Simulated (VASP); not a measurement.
# GaSb (I-4m2) in VASP: notebook, part 2 of 2

VASP 6.6.1. The steps go on from the part before.

## Step 4: Single point, PBE

The input, INCAR:

```
SYSTEM = GaSb
ALGO = Normal ; EDIFF = 1E-6
ENCUT = 500 ; GGA = PE
ISIF = 2 ; ISMEAR = 0
LASPH = .TRUE. ; LCHARG = .TRUE.
LELF = .TRUE. ; LREAL = .FALSE.
LVHAR = .TRUE. ; LWAVE = .FALSE.
NELM = 80 ; PREC = Accurate
SIGMA = 0.02
```

The input, KPOINTS:

```
k-points
0
G
  5 5 5
  0 0 0
```

The input, POSCAR:

```
GaSb
1.0
   -2.7534340000      2.7534340000      1.5907070000
    2.7534340000     -2.7534340000      1.5907070000
    2.7534340000      2.7534340000     -1.5907070000
Sb Ga
1 1
Direct
    0.0000000000      0.0000000000      0.0000000000
    0.7500000000      0.2500000000      0.5000000000
```

Potentials or basis: VASP PAW PBE potentials, release 64 (Sb_d_GW, Ga_d_GW).

Run with:

```bash
> cat potpaw_PBE.64/Sb_d_GW/POTCAR potpaw_PBE.64/Ga_d_GW/POTCAR > POTCAR
> mpirun -np 1 vasp_std > vasp.out
```

OUTCAR:

```text
SYSTEM = GaSb
   EDIFF = 1E-6
   ENCUT = 500
   GGA = PE
   ISIF = 2
   ISMEAR = 0
   LASPH = .TRUE.
   LREAL = .FALSE.
   NELM = 80
   PREC = Accurate

 ion  position               nearest neighbor table
   1  0.000  0.000  0.000-   2 2.87   2 2.87   2 2.87   2 2.87
   2  0.750  0.250  0.500-   1 2.87   1 2.87   1 2.87   1 2.87

  LATTYP: Found a body centered tetragonal cell.
 ALAT       =     5.5068680000
 C/A-ratio  =     0.5777174975

  Lattice vectors:

 A1 = (  -2.7534340000,   2.7534340000,   1.5907070000)
 A2 = (   2.7534340000,  -2.7534340000,   1.5907070000)
 A3 = (   2.7534340000,   2.7534340000,  -1.5907070000)

Analysis of symmetry for initial positions (statically):
=====================================================================
 Subroutine PRICEL returns:
 Original cell was already a primitive cell.

 Routine SETGRP: Setting up the symmetry group for a
 body centered tetragonal supercell.

 Subroutine GETGRP returns: Found  8 space group operations
 (whereof  8 operations were pure point group operations)
 out of a pool of 16 trial point group operations.

The static configuration has the point symmetry D_2d.

Analysis of symmetry for dynamics (positions and initial velocities):
=====================================================================
 Subroutine PRICEL returns:
 Original cell was already a primitive cell.

 Routine SETGRP: Setting up the symmetry group for a
 body centered tetragonal supercell.

 Subroutine GETGRP returns: Found  8 space group operations
 (whereof  8 operations were pure point group operations)
 out of a pool of 16 trial point group operations.

The dynamic configuration has the point symmetry D_2d.

 Subroutine INISYM returns: Found  8 space group operations
 (whereof  8 operations are pure point group operations),
 and found     1 'primitive' translations

----------------------------------------------------------------------------------------

                                     Primitive cell

  volume of cell :      48.2391

  direct lattice vectors                    reciprocal lattice vectors
    -2.753434000  2.753434000  1.590707000     0.000000000  0.181591424  0.314325643
     2.753434000 -2.753434000  1.590707000     0.181591424  0.000000000  0.314325643
     2.753434000  2.753434000 -1.590707000     0.181591424  0.181591424  0.000000000

  length of vectors
     4.206322187  4.206322187  4.206322187     0.363009717  0.363009717  0.256809054

  position of ions in fractional coordinates (direct lattice)
     0.000000000  0.000000000  0.000000000
     0.750000000  0.250000000  0.500000000

  ion indices of the primitive-cell ions
   primitive index   ion index
                 1           1
                 2           2

----------------------------------------------------------------------------------------

 KPOINTS: k-points

Automatic generation of k-mesh.
 Grid dimensions read from file:
 generate k-points for:    5    5    5

 Generating k-lattice:

  Cartesian coordinates                     Fractional coordinates (reciprocal lattice)
     0.000000000  0.036318285  0.062865129     0.200000000 -0.000000000  0.000000000
     0.036318285  0.000000000  0.062865129    -0.000000000  0.200000000  0.000000000
     0.036318285  0.036318285  0.000000000     0.000000000  0.000000000  0.200000000

  Length of vectors
     0.072601943  0.072601943  0.051361811

  Shift w.r.t. Gamma in fractional coordinates (k-lattice)
     0.000000000  0.000000000  0.000000000

 Subroutine IBZKPT returns following result:
 ===========================================

 Found     18 irreducible k-points:

 Following reciprocal coordinates:
            Coordinates               Weight
  0.000000  0.000000  0.000000      1.000000
  0.200000 -0.000000  0.000000      8.000000
  0.400000  0.000000 -0.000000      8.000000
  0.200000  0.200000  0.000000      8.000000
  0.400000  0.200000 -0.000000     16.000000
 -0.400000  0.200000  0.000000     16.000000
[... 10 lines left out ...]
 -0.400000  0.400000  0.400000      4.000000
 -0.400000 -0.400000  0.400000      2.000000
   k-points           NKPTS =     18   k-points in BZ     NKDIM =     18   number of bands    NBANDS=     18
   number of dos      NEDOS =    301   number of ions     NIONS =      2
   total plane-waves  NPLWV =  32768
   dimension x,y,z NGX =    32 NGY =   32 NGZ =   32
   dimension x,y,z NGXF=    64 NGYF=   64 NGZF=   64
   ions per type =               1   1
   NGX,Y,Z   is equivalent  to a cutoff of  12.65, 12.65, 12.65 a.u.
   NGXF,Y,Z  is equivalent  to a cutoff of  25.29, 25.29, 25.29 a.u.
 SYSTEM =  GaSb
   PREC   = accura    normal or accurate (medium, high low for compatibility)
   ISTART =      0    job   : 0-new  1-cont  2-samecut
   ICHARG =      2    charge: 1-file 2-atom 10-const
   ISPIN  =      1    spin polarized calculation?
   LNONCOLLINEAR =      F non collinear calculations
   LSORBIT =      F    spin-orbit coupling
   LASPH  =      T    aspherical Exc in radial PAW
   ENCUT  =  500.0 eV  36.75 Ry    6.06 a.u.   7.67  7.67  7.67*2*pi/ulx,y,z
   NELM   =     80;   NELMIN=  2; NELMDL= -5     # of ELM steps
   EDIFF  = 0.1E-05   stopping-criterion for ELM
   LREAL  =      F    real-space projection
   EDIFFG = 0.1E-04   stopping-criterion for IOM
   NSW    =      0    number of steps for IOM
   IBRION =     -1    ionic relax: 0-MD 1-quasi-New 2-CG
   NFREE  =      0    steps in history (QN), initial steepest desc. (CG)
   ISIF   =      2    stress and relaxation
   ISYM   =      2    0-nonsym 1-usesym 2-fastsym
   POTIM  = 0.5000    time-step for ionic-motion
   TEBEG  =    0.0;   TEEND  =   0.0 temperature during run
   PSTRESS=    0.0 pullay stress
   NELECT =      28.0000    total number of electrons
   NUPDOWN=      -1.0000    fix difference up-down
   EMIN   =  10.00;   EMAX   =-10.00  energy-range for DOS
   EFERMI =   0.00;   METHOD = LEGACY
   ISMEAR =     0;   SIGMA  =   0.02  broadening in eV -4-tet -1-fermi 0-gaus
   EFERMI_NEDOS =   21; number of points for ismear=-14 and -15
   IALGO  =     38    algorithm
   IMIX   =      4    mixing-type and parameters
     AMIX     =   0.40;   BMIX     =  1.00
     AMIX_MAG =   1.60;   BMIX_MAG =  1.00
  volume/ion in A,a.u.               =      24.12       162.77
  Fermi-wavevector in a.u.,A,eV,Ry     =   1.365613  2.580635 25.373492  1.864899
  Thomas-Fermi vector in A             =   2.491826
   LORBIT       =      0    0 simple, 1 ext, 2 COOP (PROOUT), +10 PAW based schemes
   GGA     = PE    functional components
   LHFCALC =     F    Hartree Fock is set to
   AEXX    =    0.0000 exact exchange contribution
   IVDW    =     0    specifies the selected vdW correction
   LEPSILON=     F    determine dielectric tensor
   LRPA    =     F    only Hartree local field effects (RPA)
 non-spin polarized calculation
 Gauss-broadening in eV      SIGMA  =   0.02
  energy-cutoff  :      500.00
  volume of cell :       48.24
 maximum number of plane-waves:      1253
   NGX = 15   NGY = 15   NGZ = 15

 number of electron      27.9999989 magnetization

 Free energy of the ion-electron system (eV)
  ---------------------------------------------------
  ext. energy  EPLUGINS =         0.00000000
  ---------------------------------------------------
  free energy    TOTEN  =        -6.88722221 eV

  energy without entropy =       -6.88607173  energy(sigma->0) =       -6.88664697

 E-fermi :   5.4626     XC(G=0): -10.5499

 val. band max:        5.2466832002   @ k =   0.4000   0.4000   0.0000
 cond. band min:       5.4721042489   @ k =   0.4000   0.2000  -0.0000
 fundamental gap:      0.2254210486
 Fermi energy:         5.4625654940

 k-point     1 :       0.0000    0.0000    0.0000
  band No.  band energies     occupation
      1     -23.8409      2.00000
      2     -23.7368      2.00000
      3     -23.7368      2.00000
      4     -23.7082      2.00000
      5     -23.7061      2.00000
      6      -9.6147      2.00000
[... 10 lines left out ...]
     17      12.3892      0.00000
     18      12.5409      0.00000
[... 337 lines left out ...]
 k-point    18 :      -0.4000   -0.4000    0.4000
  band No.  band energies     occupation
      1     -23.7971      2.00000
      2     -23.7478      2.00000
      3     -23.7478      2.00000
      4     -23.7124      2.00000
      5     -23.6933      2.00000
      6      -9.5980      2.00000
[... 10 lines left out ...]
     17      13.7795      0.00000
     18      13.7808      0.00000

------------------------ aborting loop because EDIFF is reached ----------------------------------------

  FORCE on cell =-STRESS in cart. coord.  units (eV):
  Direction    XX          YY          ZZ          XY          YZ          ZX
  --------------------------------------------------------------------------------------
  -------------------------------------------------------------------------------------
  Total       -0.0101855     -0.0101855      0.0323096      0.0000000      0.0000000      0.0000000
  in kB       -0.3382949     -0.3382949      1.0731063      0.0000000      0.0000000      0.0000000
  external PRESSURE =       0.1321722 kB  Pullay stress =       0.0000000 kB

 VOLUME and BASIS-vectors are now :
 -----------------------------------------------------------------------------
  energy-cutoff  :      500.00
  volume of cell :       48.24
      direct lattice vectors                 reciprocal lattice vectors
    -2.753434000  2.753434000  1.590707000     0.000000000  0.181591424  0.314325643
     2.753434000 -2.753434000  1.590707000     0.181591424  0.000000000  0.314325643
     2.753434000  2.753434000 -1.590707000     0.181591424  0.181591424  0.000000000

 POSITION                                       TOTAL-FORCE (eV/Angst)
 -----------------------------------------------------------------------------------
      0.00000      0.00000      0.00000        -0.000000      0.000000     -0.000000
      0.00000      2.75343      0.79535         0.000000     -0.000000      0.000000
 -----------------------------------------------------------------------------------
    total drift:                                0.000002     -0.000002      0.000000

  FREE ENERGIE OF THE ION-ELECTRON SYSTEM (eV)
  ---------------------------------------------------
  free  energy   TOTEN  =        -6.8872222137 eV

  energy  without entropy=       -6.8860717296  energy(sigma->0) =       -6.88664697
```

stdout:

```text
POSCAR found type information on POSCAR SbGa
 POSCAR found :  2 types and       2 ions
 scaLAPACK will be used
 LDA part: xc-table for (Slater+PW92), standard interpolation
 POSCAR, INCAR and KPOINTS ok, starting setup
 FFT: planning ... GRIDC
 FFT: planning ... GRID_SOFT
 FFT: planning ... GRID
 WAVECAR not read
 entering main loop
```

Wall time 12 s (1 thread of AMD EPYC 9R45 (Zen 5), shared host); peak memory 0.16 GiB.

What came out:

```
Free energy            : -6.8872 eV
Pressure               : 0.0 GPa
Band gap on the k mesh : none (metal or under the smearing width)
```

Stress tensor (GPa, compression positive):
```
-0.03  0.00  0.00
 0.00 -0.03  0.00
 0.00  0.00  0.11
```

Caveat: the k mesh is coarse (spacing up to 0.46 Å⁻¹), so the values aren't converged; the cutoff is under 1.25 times the usual one of these potentials, so pressure, stress and relaxed cells hold a basis-set (Pulay) error. Spin-orbit coupling is left out, which matters for the levels of Sb.

## Step 5: Single point, PBE

The input, INCAR:

```
SYSTEM = GaSb
PREC     = Accurate       ! precision mode
ENCUT    = 400            ! plane-wave cutoff, eV
EDIFF    = 1E-6           ! SCF threshold, eV
ISMEAR   = 0              ! smearing method
SIGMA    = 0.02           ! smearing width, eV
LREAL    = .False.        ! projectors in reciprocal space
LASPH    = .True.         ! aspherical terms in the spheres
NELM     = 100            ! most SCF steps
ALGO     = Normal         ! electronic algorithm
ISIF     = 2              ! what is computed and relaxed
LWAVE    = .False.        ! write WAVECAR
LCHARG   = .False.        ! write CHGCAR
GGA      = PE             ! functional
NBANDS   = 21             ! bands
```

The input, KPOINTS:

```
Automatic mesh
0
Gamma
  5 5 5
  0 0 0
```

POSCAR is that of step 4.

Run with:

```bash
> cat potpaw_PBE.64/Sb_d_GW/POTCAR potpaw_PBE.64/Ga_d_GW/POTCAR > POTCAR
> mpirun -np 1 vasp_std > vasp.out
```

Wall time 25 s (1 thread of Intel Xeon Platinum 8175M at 2.50GHz (Skylake/Cascade Lake), shared host); peak memory 0.17 GiB.

The run converged, but a check on its numbers failed (symmetry, net force, bounds or a known fault of this set-up), so they aren't taken as properties of the crystal.

Caveat: the k mesh is coarse (spacing up to 0.46 Å⁻¹), so the values aren't converged; the cutoff lies under the usual one of these potentials, so the numbers hold a large basis-set error.

## Step 6: Single point, PBE

The input, INCAR:

```
SYSTEM = GaSb
ALGO = Fast ; EDIFF = 1E-6
ENCUT = 500 ; GGA = PE
ISIF = 2 ; ISMEAR = 0
LASPH = .True. ; LCHARG = .False.
LREAL = .False. ; LWAVE = .False.
NBANDS = 21 ; NELM = 80
PREC = Accurate ; SIGMA = 0.02
```

The input, KPOINTS:

```
k-points
0
Gamma
  6 6 6
  0 0 0
```

POSCAR is that of step 5.

Potentials or basis: VASP PAW PBE potentials, release 64 (Sb_d_GW, Ga_d_GW).

Run with:

```bash
> cat potpaw_PBE.64/Sb_d_GW/POTCAR potpaw_PBE.64/Ga_d_GW/POTCAR > POTCAR
> mpirun -np 1 vasp_std > vasp.out
```

It took 45 s on 1 thread of Intel Xeon Platinum 8488C (Sapphire Rapids), shared host; peak memory 0.2 GiB.

It converged, with:

| Quantity | Value |
| --- | --- |
| Free energy | -6.9677 eV |
| Pressure | 0.3 GPa |
| Band gap on the k mesh | none (metal or under the smearing width) |

Stress tensor (GPa, compression positive):
```
 1.31  0.00  0.00
 0.00  1.31  0.00
 0.00  0.00 -1.83
```

Levels at points of the mesh, in eV from the Fermi level:
| k point | band 12 | band 13 | band 14 | band 15 | band 16 | band 17 |
| --- | --- | --- | --- | --- | --- | --- |
| (0.00, 0.00, 0.00) | -3.06 | -1.98 | -1.98 | 3.33 | 4.84 | 6.99 |
| (0.50, 0.00, 0.00) | -5.73 | -2.57 | -1.60 | -1.27 | 2.29 | 3.15 |
| (0.50, 0.50, 0.00) | -8.14 | -0.12 | 1.68 | 2.02 | 2.24 | 4.40 |
| (0.50, 0.50, 0.50) | -6.02 | -5.07 | -5.07 | 3.28 | 4.83 | 10.25 |

Caveat: the k mesh is coarse (spacing up to 0.38 Å⁻¹), so the values aren't converged; the cutoff is under 1.25 times the usual one of these potentials, so pressure, stress and relaxed cells hold a basis-set (Pulay) error. Spin-orbit coupling is left out, which matters for the levels of Sb.

## Step 7: For comparison

An earlier run on the cell as given: functional PBE; potentials or basis VASP PAW PBE potentials, release 64 (Sb, Ga_d); cutoff 520 eV; k mesh 10 × 10 × 10; occupations fermi-dirac, width 0.05 eV; no spin polarisation.

* Pressure: 0.2 GPa
* Band gap on the k mesh: none (metal or under the smearing width)

## Step 8: The runs side by side

| potentials or basis | k mesh | cutoff (eV) | smearing | mesh quality | gap on the mesh (eV) | pressure (GPa) |
| --- | --- | --- | --- | --- | --- | --- |
| VASP PAW PBE potentials, release 64 (Sb_d_GW, Ga_d_GW) | 5 × 5 × 5 | 500 | gaussian 0.02 eV | coarse | none | 0.0 |
| VASP PAW PBE potentials, release 64 (Sb_d_GW, Ga_d_GW) | 5 × 5 × 5 | 450 | gaussian 0.02 eV | coarse | none | - |
| VASP PAW PBE potentials, release 64 (Sb_d_GW, Ga_d_GW) | 6 × 6 × 6 | 500 | gaussian 0.02 eV | coarse | none | 0.3 |
| VASP PAW PBE potentials, release 64 (Sb, Ga_d) | 10 × 10 × 10 | 520 | fermi-dirac 0.05 eV | not flagged | none | 0.2 |

Alike in all rows: task single point; level PBE; no spin polarisation; cell as given.

Caveats: some runs use coarse meshes; the cutoff is under 1.25 times the usual one of these potentials, so pressure, stress and relaxed cells hold a basis-set (Pulay) error (some runs).

Absolute energies hang on the potentials; compare differences alone.
